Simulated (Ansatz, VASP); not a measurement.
**One calculation of NaCl, two programs**

```
Na Cl
1.0
    -1.85206    1.85206    6.77730
     1.85206   -1.85206    6.77730
     1.85206    1.85206   -6.77730
Na Cl
2 2
Cartesian
  0.0000 0.0000 7.3625
  1.8521 0.0000 3.9738
  0.0000 0.0000 12.9694
  0.0000 1.8521 2.8035
```

Alike in both runs: functional PBE; k mesh 8 × 8 × 8; occupations gaussian, width 0.1 eV; no spin polarisation.

Ansatz relaxed the structure, and its values are those at the end. VASP's run is a single point on that final structure, the one shown.

|  | VASP | Ansatz |
| --- | --- | --- |
| version | VASP 6.6.1 | Ansatz 0.2.0 |
| potentials or method | VASP PAW PBE potentials, release 64 (Na_pv, Cl) | scalar-relativistic, plane waves, PAW |
| plane-wave cutoff (eV) | 520 | 420 |
| valence electrons in the cell | 28 | 32 |

|  | VASP | Ansatz | Ansatz less VASP |
| --- | --- | --- | --- |
| gap on the k mesh at the Fermi level (eV) | 4.46 | 4.46 | 0.000 |
| least direct gap on the mesh (eV) | 4.65 | 4.65 | 0.000 |
| pressure (GPa) | 0.1 | 0.1 | +0.03 |

The two sets of potentials don't hold the same shells in valence.

A k mesh can miss the band edges. Expect the measured gap to be larger: semilocal functionals such as PBE lack the derivative discontinuity.
